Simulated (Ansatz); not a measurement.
# Cu2O (Pn-3m): equation of state with a fit from a Python script

A script is to give an equation of state with a fit; the system is Cu2O (Pn-3m).

The COD entry's cell or inner coordinates are ideal or old and differ from later refinements, so a difference from it is no clean test against experiment.

Program: Ansatz 0.2.0, driven from Python. Level of theory: DFT PBEsol, plane waves, PAW. These are calculated values, not measurements.

## (1) The system

The structure is cubic, space group Pn-3m (No. 224). The conventional cell has a = 4.260 Å, b = 4.260 Å, c = 4.260 Å, α = 90.00°, β = 90.00°, γ = 90.00°. Around Cu (site symmetry -3m) lie 2 O at 1.84 Å. O (site symmetry -43m) has 4 Cu at 1.84 Å as nearest neighbours.

No structure file is read: the coordinates are typed or built in the script.

## (2) The script

The input, cu2o.py:

```python
"""Bulk modulus of Cu2O from an E(V) curve."""

import logging
import sys

import ansatz as az
import numpy as np

logging.basicConfig(stream=sys.stdout, format="%(levelname)s %(message)s")
logger = logging.getLogger("cu2o")
logger.setLevel(logging.INFO)

VECTORS = np.array([
    [4.26, 0.0, 0.0],
    [0.0, 4.26, 0.0],
    [0.0, 0.0, 4.26],
])
SITES = [
    ("Cu", (0.25, 0.25, 0.25)),
    ("Cu", (0.25, 0.75, 0.75)),
    ("Cu", (0.75, 0.75, 0.25)),
    ("Cu", (0.75, 0.25, 0.75)),
    ("O", (0.0, 0.0, 0.0)),
    ("O", (0.5, 0.5, 0.5)),
]


def make_crystal(cell):
    crystal = az.Crystal(lattice=az.Lattice.of(cell))
    for symbol, position in SITES:
        crystal = crystal.atom(symbol, position)
    return crystal

# uniform scaling of the cell
volumes, energies, pressures = [], [], []
for scale in np.linspace(0.88, 1.12, 7):
    cell = VECTORS * scale ** (1 / 3)
    job = (
        make_crystal(cell).calculation()
        .occupations("Fixed")
        .functional("pbesol")
        .pseudopotentials("paw")
        .basis(500)
        .kpoints(6, 6, 6)
        .stress()
    )
    rep = job.run().report
    volumes.append(abs(np.linalg.det(cell)) / len(SITES))
    energies.append(rep["free_energy_ev"] / len(SITES))
    pressures.append(np.trace(rep["stress_gpa"]) / 3)
    logger.info(f"V = {volumes[-1]:8.4f} A^3/atom  F = {energies[-1]:.5f} eV/atom  P = {pressures[-1]:8.3f} GPa")

# third-order Birch-Murnaghan: a cubic in V^(-2/3)
x = np.array(volumes) ** (-2 / 3)
poly = np.polynomial.Polynomial.fit(x, energies, 3).convert()
roots = poly.deriv().roots()
x0 = min((r.real for r in roots if abs(r.imag) < 1e-9 and poly.deriv(2)(r.real) > 0), key=lambda r: abs(r - x.mean()))
v0 = x0 ** -1.5
b0 = 4 / 9 * poly.deriv(2)(x0) * v0 ** (-7 / 3) * 160.21766
b1 = 4 + 2 / 3 * x0 * poly.deriv(3)(x0) / poly.deriv(2)(x0)
logger.info(f"V0 = {v0:.4f} A^3/atom, B0 = {b0:.1f} GPa, dB/dP = {b1:.2f}")
```

## (3) The input behind the calls

The engine receives this input (first run):

```yaml
crystal:
  lattice:
    - [4.082289718217492, 0.0, 0.0]
    - [0.0, 4.082289718217492, 0.0]
    - [0.0, 0.0, 4.082289718217492]
  atoms:
    - { symbol: Cu, position: [0.25, 0.25, 0.25] }
    - { symbol: Cu, position: [0.25, 0.75, 0.75] }
    - { symbol: Cu, position: [0.75, 0.75, 0.25] }
    - { symbol: Cu, position: [0.75, 0.25, 0.75] }
    - { symbol: O, position: [0.0, 0.0, 0.0] }
    - { symbol: O, position: [0.5, 0.5, 0.5] }
basis:
  ecutwfc: 500.0
kpoints:
  mp_grid:
    grid: [6, 6, 6]
hamiltonian:
  xc: pbesol
  pseudopotentials:
    kind: paw
scf:
  occupations:
    method: fixed
output:
  stress: true
```

## (4) The run

Launch:

```
python cu2o.py
```

Output:

```text
INFO V =  11.3386 A^3/atom  F = -4578.93625 eV/atom  P =   16.919 GPa
INFO V =  11.8540 A^3/atom  F = -4578.97671 eV/atom  P =    8.563 GPa
INFO V =  12.3694 A^3/atom  F = -4578.99323 eV/atom  P =    1.973 GPa
INFO V =  12.8848 A^3/atom  F = -4578.99088 eV/atom  P =   -3.233 GPa
INFO V =  13.4002 A^3/atom  F = -4578.97361 eV/atom  P =   -7.345 GPa
INFO V =  13.9156 A^3/atom  F = -4578.94456 eV/atom  P =  -10.587 GPa
INFO V =  14.4310 A^3/atom  F = -4578.90624 eV/atom  P =  -13.132 GPa
INFO V0 = 12.5506 A^3/atom, B0 = 130.9 GPa, dB/dP = 4.75
```

Run time: 40 s. Hardware: 1 thread of Arm Neoverse V1, shared host; peak memory 0.47 GiB.

## (5) Inputs of later runs

The engine's inputs for some of the other runs:

Run 4, against run 1:

```diff
@@ -3,3 +3,3 @@
-    - [4.082289718217492, 0.0, 0.0]
-    - [0.0, 4.082289718217492, 0.0]
-    - [0.0, 0.0, 4.082289718217492]
+    - [4.26, 0.0, 0.0]
+    - [0.0, 4.26, 0.0]
+    - [0.0, 0.0, 4.26]
```

Run 5, against run 1:

```diff
@@ -3,3 +3,3 @@
-    - [4.082289718217492, 0.0, 0.0]
-    - [0.0, 4.082289718217492, 0.0]
-    - [0.0, 0.0, 4.082289718217492]
+    - [4.316059060273955, 0.0, 0.0]
+    - [0.0, 4.316059060273955, 0.0]
+    - [0.0, 0.0, 4.316059060273955]
```

Run 7, against run 1:

```diff
@@ -3,3 +3,3 @@
-    - [4.082289718217492, 0.0, 0.0]
-    - [0.0, 4.082289718217492, 0.0]
-    - [0.0, 0.0, 4.082289718217492]
+    - [4.42400497477714, 0.0, 0.0]
+    - [0.0, 4.42400497477714, 0.0]
+    - [0.0, 0.0, 4.42400497477714]
```

## (6) Run by run

One row for each of the 7 runs:

```tsv
run	volume (Å³/atom)	energy from run 3 (meV/atom)	pressure (GPa)	gap on the mesh (eV)	SCF cycles	CPU time (s)
1	11.339	56.98	16.92	0.67	8	4.8
2	11.854	16.52	8.56	0.71	8	5
3	12.369	0.00	1.97	0.60	8	5.2
4	12.885	2.35	-3.23	0.50	8	5.3
5	13.400	19.62	-7.35	0.41	8	5.5
6	13.916	48.67	-10.59	0.34	8	5.6
7	14.431	86.99	-13.13	0.27	8	6.8
```

## (7) Results

```
                      quantity           value
                 runs compared               7
               range of energy  86.99 meV/atom
lowest point, volume (Å³/atom)          12.369
      equilibrium volume (fit)   12.55 Å³/atom
            bulk modulus (fit)         131 GPa
```

What this shows: A third-order Birch-Murnaghan fit through the 7 points has its minimum at 12.55 Å³ an atom, 2.6 % below the typed cell, with a bulk modulus of 131 GPa and dB/dP = 4.7. From that minimum the energy rises by 58.1 meV an atom on the compressed side and 88.1 meV on the expanded side. Caveats:
- The run is spin-unpolarised.
- Shape and fractional positions are held along the curve, so the bulk modulus is an upper value where they are free to relax.
- For a gap this small the mesh is coarse, and bands can meet between its points.
- Of the deposited cell: the entry's cell lengths or inner coordinates differ somewhat from later room-temperature determinations.
- Pressure is positive in compression.
- Without a Hubbard U or exact exchange, semilocal functionals often make such 3d compounds metallic or too weakly gapped.
